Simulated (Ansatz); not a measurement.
# Mercury, alpha-Hg (rhombohedral) under PBE: how the cold (Marzari-Vanderbilt) smearing moves the result

Aim: find which cold (Marzari-Vanderbilt) smearing width is enough for energy and pressure. The geometry was relaxed under PBE beforehand and stays fixed; 7 values are run, from 0.01 to 1.0 eV. Wanted are the values from which on the energy stays within 10 and 1 meV/atom, and the pressure within 0.5 GPa, of the narrowest run. Within the series other settings stay, but some runs also write fields, which adds to their time. Spin polarisation is left out.

Method: DFT PBE, plane waves with PAW, scalar-relativistic, in Ansatz 0.2.0.

**1. The structure to begin with**

The structure is trigonal, space group R-3m (No. 166). Conventional cell: a = 4.157 Å, b = 4.157 Å, c = 5.924 Å, α = 90.00°, β = 90.00°, γ = 120.00°. Hg (site symmetry -3m) has 6 Hg at 3.11 Å as nearest neighbours.

As a file:

```xyz
1
Lattice="2.0784 1.2000 1.9747 -2.0784 1.2000 1.9747 0.0000 -2.3999 1.9747" Properties=species:S:1:pos:R:3 pbc="T T T"
Hg   -2.0784    1.2000    1.9747
```

**2. Width 0.01 eV**

The run at 0.01 eV.

Input file input.yaml:

```yaml
crystal:
  lattice:
    - [2.0783995336, 1.1999645302, 1.9747385792]
    - [-2.0783995336, 1.1999645302, 1.9747385792]
    - [0.0, -2.3999290604, 1.9747385791]
  atoms:
    - { symbol: Hg, position: [0.0, 1.0, 0.0] }
hamiltonian:
  xc: pbe
  pseudopotentials:
    kind: paw
    azcp:
      Hg: "pseudopotentials/Hg.paw.azcp"
basis:
  ecutwfc: 420
  fft_grid_basis: typed
kpoints:
  mp_grid: { grid: [10, 10, 10], shift: [0, 0, 0] }
magnetization:
  spin_polarized: false
scf:
  occupations: { method: cold, width: 0.01 }
  lower_state_search: "off"
output:
  stress: true
  write_density: true
  write_potential: true
  elf: true
  volumetric_format: npy
```

Launch:

```
$ ansatz run input.yaml --threads 1 --pin off --max-ram 3584MiB --backend cpu --events-out ev --progress --plain --runs-dir out
```

**3. Width 0.03 eV**

The run at 0.03 eV.

Changes to input.yaml since step 2:

```diff
@@ -21,3 +21,3 @@
 scf:
-  occupations: { method: cold, width: 0.01 }
+  occupations: { method: cold, width: 0.03 }
   lower_state_search: "off"
```

**4. Width 0.1 eV**

The run at 0.1 eV.

Changes to input.yaml since step 3:

```diff
@@ -21,3 +21,3 @@
 scf:
-  occupations: { method: cold, width: 0.03 }
+  occupations: { method: cold, width: 0.1 }
   lower_state_search: "off"
```

**5. Width 0.2 eV**

The run at 0.2 eV.

Changes to input.yaml since step 4:

```diff
@@ -21,3 +21,3 @@
 scf:
-  occupations: { method: cold, width: 0.1 }
+  occupations: { method: cold, width: 0.2 }
   lower_state_search: "off"
@@ -25,5 +25 @@
   stress: true
-  write_density: true
-  write_potential: true
-  elf: true
-  volumetric_format: npy
```

**6. Width 0.3 eV**

The run at 0.3 eV.

Changes to input.yaml since step 5:

```diff
@@ -21,3 +21,3 @@
 scf:
-  occupations: { method: cold, width: 0.2 }
+  occupations: { method: cold, width: 0.3 }
   lower_state_search: "off"
```

**7. Width 0.6 eV**

The run at 0.6 eV.

Changes to input.yaml since step 6:

```diff
@@ -21,3 +21,3 @@
 scf:
-  occupations: { method: cold, width: 0.3 }
+  occupations: { method: cold, width: 0.6 }
   lower_state_search: "off"
```

**8. Width 1.0 eV**

The run at 1.0 eV.

Changes to input.yaml since step 7:

```diff
@@ -21,3 +21,3 @@
 scf:
-  occupations: { method: cold, width: 0.6 }
+  occupations: { method: cold, width: 1.0 }
   lower_state_search: "off"
```

(Steps that only read results are left out.)

Q: Predict the outcome of this session.

The runs gave:

| quantity | value |
| --- | --- |
| E(σ → 0) stays within 10 meV/atom of 0.01 eV | up to 1.0 eV |
| E(σ → 0) stays within 1 meV/atom | up to 0.2 eV |
| pressure stays within 0.5 GPa | up to 1.0 eV |
| pressure at 0.01 eV | -0.05 GPa |
| energy of a separate run on a finer mesh (17×17×17) | +7.9 meV/atom from 0.01 eV |

The far end, 1.0 eV, lies +1.8 meV/atom and 0.0 GPa from the yardstick. Over the range F shifts by +2.6 meV/atom, while E(σ → 0) shifts by +1.8. This scheme cancels the term in the square of the width, so F moves little up to 0.2 eV. The mesh (10×10×10) is fixed, so the narrowest widths carry a k-point error of their own. The yardstick itself is unsettled by 7.9 meV/atom against the finer mesh, so the thresholds above hold only within this series, and wider smearing, which averages over more states, can land nearer the fine-mesh value than the narrowest does.
